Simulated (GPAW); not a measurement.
Sb, 1 atom in the cell. Symmetry: Pm-3m, No. 221, cubic system. Conventional cell: a = 3.117 Å, b = 3.117 Å, c = 3.117 Å, α = 90.00°, β = 90.00°, γ = 90.00°. Sb (site symmetry m-3m) is surrounded by 6 Sb at 3.12 Å. This isn't the form of Sb at room conditions, which is rhombohedral. The cell isn't the ideal one: volume scaled by 0.96.

- Program: GPAW 26.7.0
- Task: relaxation of cell and atoms
- Functional: PBEsol
- Potentials or basis: PAW data sets generated in the run's folder for this functional
- Cutoff: 600 eV
- Basis: pw
- k mesh: 9 × 9 × 9
- Occupations: fermi-dirac, width 0.05 eV
- Spin: no spin polarisation
- Maxiter: 150
- Optimizer: LBFGS
- Fmax: 0.05 eV/Å
- Max steps: 60
- Convergence: density=1e-05 forces=0.0001

Potentials or basis: PAW data sets generated in the run's folder for this functional, pw.

Launch:

```bash
$ gpaw-setup -f PBEsol Sb
$ OMP_NUM_THREADS=1 python run.py
```

Hardware: 1 thread of Arm Neoverse V1, with other jobs on the host.

**Question.** How long does it take, and how much memory?

**Answer.** It took 27 s on 1 thread of Arm Neoverse V1, on a shared host, peak memory 0.15 GiB. Counts: scf iterations 27, plane waves 1021, bands 15, k points 35, ion steps 3.
